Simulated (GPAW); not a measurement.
# CsPbBr3 in GPAW: convergence with bands over the usual count

The system is CsPbBr3.

```
Pb Cs Br
1.0
     5.87000    0.00000    0.00000
     0.00000    5.87000    0.00000
     0.00000    0.00000    5.87000
Pb Cs Br
1 1 3
Direct
  0.50000 0.50000 0.50000
  0.00000 0.00000 0.00000
  0.50000 0.50000 0.00000
  0.50000 0.00000 0.50000
  0.00000 0.50000 0.50000
```

Measurements of this composition are mostly on another form, of space group No. 62.

```yaml
Program: GPAW 26.7.0
Task: convergence study
Functional: PBE
Potentials_or_basis: GPAW PAW data sets (gpaw-data 1.2.1)
Cutoff: 600 eV
Basis: pw
k_mesh: 4 × 4 × 4
Occupations: fermi-dirac, width 0.05 eV
Spin: no spin polarisation
```

These are the settings of the first run; the series varies bands over the usual count, with any setting tied to it.

Hardware: 1 thread of Arm Neoverse V1, with other jobs on the host.

| bands over the usual count | energy less the tightest run, at zero smearing (meV/atom) | SCF cycles | CPU time (s) | peak memory (GiB) |
| --- | --- | --- | --- | --- |
| 0.72 | 0.00 | 9 | 39 | 0.25 |
| 0.8 | 0.00 | 9 | 40 | 0.25 |
| 0.9 | 0.00 | 9 | 45 | 0.26 |
| 1 | 0.00 | 10 | 52 | 0.26 |
| 1.3 | 0.00 | 10 | 70 | 0.28 |
| 1.7 | 0.00 | 10 | 93 | 0.3 |
| 2.5 | 0.00 | 11 | 150 | 0.34 |

Against the tightest run, the energy stays within 1 meV/atom from 0.72 on. The tightest run that finished is the yardstick and may itself not be fully converged.
